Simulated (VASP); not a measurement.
# MgO: band structure with HSE06

**Measured values to compare with.**

From “Electronic structure of alkaline earth and post-transition metal oxides”, 2009, arxiv:0908.1581, for a bulk crystal of MgO: band gap 7.83 eV.

MgO:

```xyz
2
Lattice="0.0000 2.0970 2.0970 2.0970 0.0000 2.0970 2.0970 2.0970 0.0000" Properties=species:S:1:pos:R:3 pbc="T T T"
Mg    0.0000    0.0000    0.0000
O     2.0970    2.0970    2.0970
```

The cell is a database's computed one.

- Program: VASP 6.6.1
- Task: band structure
- Functional: HSE06
- Potentials or basis: VASP PAW PBE potentials, release 64 (Mg, O)
- Cutoff: 520 eV
- k mesh: 8 × 8 × 8
- Occupations: gaussian, width 0.02 eV
- Spin: no spin polarisation
- Ladder: free
- Grid for exact exchange (PRECFOCK): Fast
- Screening parameter: 0.2 1/A
- Further INCAR settings: ALGO = Normal; EDIFF = 1e-07; NBANDS = 11

```yaml
Pressure: 0.6 GPa
Band_gap_on_the_k_mesh: 6.60 eV, direct
Band_gap_along_the_path: 6.60 eV, direct
```

Levels at the corners of the path, in eV from the valence-band top:
```
point  band 1  band 2  band 3  band 4  band 5  band 6  band 7  band 8
    Γ  -18.89    0.00    0.00    0.00    6.60   17.86   17.86   17.86
    X  -17.23   -4.44   -1.49   -1.49   10.90   12.02   15.53   21.60
    X  -17.23   -4.44   -1.49   -1.49   10.90   12.02   15.53   21.60
    W  -17.18   -3.21   -3.21   -1.92   13.78   13.78   14.39   17.82
    W  -17.18   -3.21   -3.21   -1.92   13.78   13.78   14.39   17.82
    K  -17.22   -3.80   -2.93   -1.27   12.02   13.97   14.84   20.59
    K  -17.22   -3.80   -2.93   -1.27   12.02   13.97   14.84   20.59
    Γ  -18.89    0.00    0.00    0.00    6.60   17.86   17.86   17.86
    Γ  -18.89    0.00    0.00    0.00    6.60   17.86   17.86   17.86
    L  -17.51   -4.99   -0.73   -0.73    9.78   15.05   18.48   18.48
    L  -17.51   -4.99   -0.73   -0.73    9.78   15.05   18.48   18.48
    U  -17.22   -3.80   -2.93   -1.27   12.02   13.97   14.84   20.59
    U  -17.22   -3.80   -2.93   -1.27   12.02   13.97   14.84   20.59
    W  -17.18   -3.21   -3.21   -1.92   13.78   13.78   14.39   17.82
    W  -17.18   -3.21   -3.21   -1.92   13.78   13.78   14.39   17.82
    L  -17.51   -4.99   -0.73   -0.73    9.78   15.05   18.48   18.48
    L  -17.51   -4.99   -0.73   -0.73    9.78   15.05   18.48   18.48
    K  -17.22   -3.80   -2.93   -1.27   12.02   13.97   14.84   20.59
    U  -17.22   -3.80   -2.93   -1.27   12.02   13.97   14.84   20.59
    X  -17.23   -4.44   -1.49   -1.49   10.90   12.02   15.53   21.60
```

Run time: 6.9 min on 4 MPI ranks on Intel(R) Xeon(R) Platinum 8559C (Emerald Rapids) (shared host), peak memory 0.28 GiB a rank.

Against the measured gap of MgO, 7.83 eV (quoted in “Electronic structure of alkaline earth and post-transition metal oxides”, 2009, arxiv:0908.1581), the calculated 6.60 eV is off by -1.23 eV. The value is that of HSE06, without temperature or zero-point motion. The cell is a database's relaxed one, not the measured one, which moves gaps too.

Caveat: the PAW data sets were made with another functional, which shifts forces and pressure a little.
